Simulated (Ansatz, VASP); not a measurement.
## One calculation of Na, two programs

```
Na
1.0
    -2.02872    2.02872    2.02872
     2.02872   -2.02872    2.02872
     2.02872    2.02872   -2.02872
Na
1
Cartesian
  0.0000 0.0000 0.0000
```

Alike in both runs: task single point; functional LDA; k mesh 11 × 11 × 11; occupations gaussian, width 0.6 eV; no spin polarisation.

|  | VASP | Ansatz |
| --- | --- | --- |
| version | VASP 6.6.1 | Ansatz 0.2.0 |
| potentials or method | VASP PAW LDA potentials, release 64 (Na_pv) | plane waves (420 eV) with PAW, scalar-relativistic |
| plane-wave cutoff (eV) | 520 | 420 |
| valence electrons in the cell | 7 | 9 |

```tsv
	VASP	Ansatz	Ansatz less VASP
pressure (GPa)	0.0	0.1	+0.03
```

The two sets of potentials don't hold the same shells in valence. Ansatz warned: «pseudo_functional_mismatch».
